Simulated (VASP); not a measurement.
Output of a VASP run:

File OSZICAR:
```
       N       E                     dE             d eps       ncg     rms          rms(c)
DAV:   1     0.172859617694E+03    0.17286E+03   -0.15338E+04   928   0.163E+03
DAV:   2    -0.116436632279E+02   -0.18450E+03   -0.18165E+03  1192   0.325E+02
DAV:   3    -0.176982086029E+02   -0.60545E+01   -0.60482E+01  1312   0.660E+01
DAV:   4    -0.177755926288E+02   -0.77384E-01   -0.77372E-01  1080   0.667E+00
DAV:   5    -0.177783565412E+02   -0.27639E-02   -0.27639E-02  1376   0.770E-01    0.115E+01
DAV:   6    -0.159758791394E+02    0.18025E+01   -0.87694E+00   928   0.281E+01    0.687E+00
DAV:   7    -0.159945950297E+02   -0.18716E-01   -0.48957E-01  1176   0.604E+00    0.366E+00
DAV:   8    -0.160113901711E+02   -0.16795E-01   -0.72721E-02   928   0.310E+00    0.417E-01
DAV:   9    -0.160147523835E+02   -0.33622E-02   -0.29963E-02  1048   0.146E+00    0.146E-01
DAV:  10    -0.160168166435E+02   -0.20643E-02   -0.37493E-03   936   0.550E-01    0.104E-01
DAV:  11    -0.160169303173E+02   -0.11367E-03   -0.26909E-04  1160   0.153E-01    0.174E-02
DAV:  12    -0.160169356052E+02   -0.52879E-05   -0.14787E-05   976   0.353E-02    0.609E-03
DAV:  13    -0.160169361449E+02   -0.53970E-06   -0.55268E-06  1136   0.201E-02    0.224E-03
DAV:  14    -0.160169364439E+02   -0.29902E-06   -0.43157E-07  1104   0.604E-03    0.466E-04
DAV:  15    -0.160169364833E+02   -0.39362E-07   -0.31885E-08   784   0.189E-03
   1 F= -.72694294E+01 E0= -.72694294E+01  d E =-.726943E+01
```

File OUTCAR:
```
------------------------ aborting loop because EDIFF is reached ----------------------------------------
  FORCE on cell =-STRESS in cart. coord.  units (eV):
  Direction    XX          YY          ZZ          XY          YZ          ZX
  --------------------------------------------------------------------------------------
  Total        8.7478578      8.7478578      8.7478578     -0.0000000     -0.0000000      0.0000000
  in kB      300.0120283    300.0120283    300.0120283     -0.0000000     -0.0000000      0.0000000
  external PRESSURE =       0.0120283 kB  Pullay stress =     300.0000000 kB
  volume of cell :       46.72
      direct lattice vectors                 reciprocal lattice vectors
     0.000000000  2.858563725  2.858563725    -0.174913015  0.174913015  0.174913015
     2.858563725  0.000000000  2.858563725     0.174913015 -0.174913015  0.174913015
     2.858563725  2.858563725  0.000000000     0.174913015  0.174913015 -0.174913015
 POSITION                                       TOTAL-FORCE (eV/Angst)
 -----------------------------------------------------------------------------------
      0.00000      0.00000      0.00000         0.000000      0.000000     -0.000000
      1.42928      1.42928      1.42928         0.000000     -0.000000      0.000000
      4.28785      4.28785      4.28785        -0.000000      0.000000     -0.000000
 -----------------------------------------------------------------------------------
    total drift:                               -0.000000     -0.000000      0.000000
  FREE ENERGIE OF THE ION-ELECTRON SYSTEM (eV)
  ---------------------------------------------------
  free  energy   TOTEN  =       -16.0169364833 eV

  energy  without entropy=      -16.0169364833  energy(sigma->0) =      -16.01693648
  enthalpy is  TOTEN    =        -7.2694293988 eV   P V=        8.7475070845

 reached required accuracy - stopping structural energy minimisation
```
(Selected blocks of OUTCAR.)

File POSCAR:
```
BaF2
1
   -0.0000000000     2.8585637254     2.8585637254
    2.8585637254    -0.0000000000     2.8585637254
    2.8585637254     2.8585637254     0.0000000000
Ba F
1 2
Direct
  0.0000000000   0.0000000000   0.0000000000
  0.2500000000   0.2500000000   0.2500000000
  0.7500000000   0.7500000000   0.7500000000
```

Task: Write an INCAR and KPOINTS that could have produced this output.

Result: This is not unique; one that fits is the input of the run itself, PBE GGA, plane waves, VASP's PBE PAW potentials (set 64).

**INCAR**
```
SYSTEM = BaF2
PREC = Accurate
ENCUT = 600
EDIFF = 1E-7
NELM = 100
ALGO = Normal
LREAL = .FALSE.
LASPH = .TRUE.
ISMEAR = 0
SIGMA = 0.05
GGA = PE
LMAXMIX = 4
LWAVE = .FALSE.
LCHARG = .FALSE.
ISIF = 3
IBRION = 2
NSW = 40
EDIFFG = -0.01
PSTRESS = 300
```

**KPOINTS**
```
Automatic mesh
0
Gamma
8 8 8
0 0 0
```

POTCAR, in this order: Ba_sv F (PBE.64 set). Program: vasp_std.

The compound is BaF2 in the fluorite structure. It was relaxed first under an external pressure of 30 GPa.
